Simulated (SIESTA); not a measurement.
**KBr under changes of volume**

One of the cells (36.656 Å³/atom); the others are scaled copies at fixed shape and fractional positions:

```xyz
2
Lattice="0.0000 3.3219 3.3219 3.3219 0.0000 3.3219 3.3219 3.3219 0.0000" Properties=species:S:1:pos:R:3 pbc="T T T"
Br    3.3219    3.3219    3.3219
K     0.0000    0.0000    0.0000
```

| Property | Result |
| --- | --- |
| Program | SIESTA 5.4.2 |
| Functional | PBE |
| Potentials or basis | PseudoDojo 0.4 standard (PBE files) |
| Basis | DZP (energy shift 0.003 Ry; two zetas on semicore shells; d shell added on K) |
| Grid cutoff | 800 Ry |
| Energy shift | 0.003 Ry |
| k mesh | 7 × 7 × 7 |
| Occupations | fermi-dirac, width 0.05 eV |
| Spin | no spin polarisation |

```csv
volume (Å³/atom),energy over the lowest point (meV/atom),pressure (GPa),gap on the mesh (eV)
33.781,?,?,?
34.500,14.66,1.5,4.62
35.218,8.64,1.1,4.57
36.656,1.55,0.5,4.46
37.374,0.14,0.2,4.40
38.093,0.00,-0.1,4.36
```

What does the run at 33.781 Å³/atom give?

Energy over the lowest point 22.52 meV/atom; pressure 2.0 GPa; gap on the mesh 4.69 eV.

Worked out: A Birch-Murnaghan fit of order 3 (a polynomial in V^(-2/3)) to the other rows has its minimum at 37.82 Å³/atom with B0 = V·E''(V) = 13.7 GPa and B' = 4.4. It gives 22.58 meV/atom at 33.781 Å³/atom, against the run's 22.52, and -dE/dV = 2.0 GPa, against 2.0. A straight line through the other rows of the gap, of slope -2.69 eV per unit of ln V (its deformation potential), extrapolates to 4.68 eV, against the run's 4.69.

Energies are extrapolated to zero smearing.

Caveats: the basis of atomic orbitals isn't converged, which shifts pressures, moduli and gaps; an odd mesh through Γ misses points on the zone boundary, where band edges often lie (some runs).

Spin-orbit coupling on Br is left out.
